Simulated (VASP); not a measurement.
Set up this calculation in VASP 6.6.1, as the native input.

- Task: single point
- Functional: PBEsol
- Potentials or basis: VASP PAW PBE potentials, release 64 (Sc_sv, Al)
- Cutoff: 520 eV
- k mesh: 10 × 10 × 10
- Occupations: gaussian, width 0.1 eV
- Spin: no spin polarisation
- Dipole correction: no
- Further INCAR settings: ALGO = Normal; EDIFF = 1e-07; NBANDS = 18

The structure of ScAl3 lies in POSCAR:

```
ScAl3
1.0
    4.0711787179      0.0000000000      0.0000000000
    0.0000000000      4.0711787179      0.0000000000
    0.0000000000      0.0000000000      4.0711787179
Sc Al
1 3
Direct
    0.0000000000      0.0000000000      0.0000000000
    0.5000000000      0.0000000000      0.5000000000
    0.0000000000      0.5000000000      0.5000000000
    0.5000000000      0.5000000000      0.0000000000
```

The cell is a database's computed one.

The cell isn't the ideal one: relaxed again under DFT PBEsol, scalar-relativistic, plane waves, PAW.

One way to write it, as run:

INCAR

```
SYSTEM = ScAl3
  ALGO = Normal
  EDIFF = 1E-7
  ENCUT = 520
  GGA = PS
  ISIF = 2
  ISMEAR = 0
  LASPH = .True.
  LCHARG = .False.
  LREAL = .False.
  LWAVE = .False.
  NBANDS = 18
  NELM = 100
  PREC = Accurate
  SIGMA = 0.1
```

KPOINTS

```
k-points
0
Gamma
  10 10 10
  0 0 0
```

Potentials or basis: VASP PAW PBE potentials, release 64 (Sc_sv, Al).

The run is started by

```bash
$ cat potpaw_PBE.64/Sc_sv/POTCAR potpaw_PBE.64/Al/POTCAR > POTCAR
$ mpirun -np 1 vasp_std > vasp.out
```

It gave:

- Pressure: 0.1 GPa
- Band gap on the k mesh: none (metal or under the smearing width)

Caveat: the PAW data sets were made with another functional, which shifts forces and pressure a little.

It took 34 s on 1 thread of AMD EPYC 9R45 96-Core Processor (Zen 5) (shared host), peak memory 0.18 GiB.
